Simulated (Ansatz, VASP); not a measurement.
One calculation of Yb, two programs

```
CELL_PARAMETERS angstrom
2.77849 0.00000 0.00000
0.00000 2.77849 0.00000
0.00000 0.00000 2.77849
ATOMIC_POSITIONS crystal
Yb 0.00000 0.00000 0.00000
```

Change from the starting cell: volume scaled by 0.55, LAPW.

Alike in both runs: task single point; functional PBE; k mesh 13 × 13 × 13; occupations fermi-dirac, width 0.1 eV; no spin polarisation.

```csv
,VASP,Ansatz
version,VASP 6.6.1,Ansatz 0.2.0
potentials or method,"VASP PAW PBE potentials, release 64 (Yb), cutoff 520 eV","all-electron LAPW, scalar-relativistic"
```

Ansatz gave:

| Item | Value |
| --- | --- |
| pressure (GPa) | 23.6 |

Estimate VASP's values.

pressure (GPa): 24.8.

Ansatz ran all-electron here, so the differences hold the error of VASP's frozen core and of both bases.

Caveats: so large a pressure means that the cell lies far from this level's equilibrium, or that cutoff or potentials fall short (VASP). Spin-orbit coupling is left out, which matters for the levels of Yb. Spin polarisation is off, so any magnetic state and its effect on volume and gap are missing.
